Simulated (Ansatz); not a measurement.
The system is InP.

```
In P
1.0
     0.00000    2.76883    2.76883
     2.76883    0.00000    2.76883
     2.76883    2.76883    0.00000
In P
1 1
Cartesian
  0.0000 0.0000 0.0000
  2.7688 2.7688 2.7688
```

Measurements of this composition are mostly on another form, of space group No. 216.

- Program: Ansatz 0.2.0
- Task: relaxation of cell and atoms
- Functional: HSEsol
- Potentials or basis: Ansatz PAW
- Cutoff: 420 eV (not typed: the program's choice for these potentials)
- k mesh: 4 × 4 × 4
- Occupations: fermi-dirac, width 0.05 eV
- Spin: no spin polarisation

At the start: volume 21.23 Å³/atom.

**Question.** How do energy, volume and symmetry change on relaxing?

**Answer.** It ends after 5 steps and the volume is 20.09 Å³/atom (-5.4 %); space group Fm-3m (No. 225, to 0.05 Å).

Step by step:
```tsv
step	energy change (eV)	largest force (eV/Å)	volume (Å³)
1	0.0000	0.0000	42.45
2	-0.0036	0.0000	38.16
3	-0.0353	0.0000	40.37
4	-0.0356	0.0000	40.18
5	-0.0350	0.0000	40.18
```

Final structure:
```xyz
2
Lattice="0.0000 2.7185 2.7185 2.7185 0.0000 2.7185 2.7185 2.7185 0.0000" Properties=species:S:1:pos:R:3 pbc="T T T"
In    0.0000    0.0000    0.0000
P     2.7185    2.7185    2.7185
```

Caveat: the k mesh is coarse (spacing up to 0.49 Å⁻¹), so the values aren't converged, least of all with exact exchange; the plane-wave basis is chosen anew once the cell has moved, so the energies of steps on either side of that aren't comparable; the PAW data sets come from PBE, with cores solved anew for the run's functional, which leaves a small shift of forces and pressure.
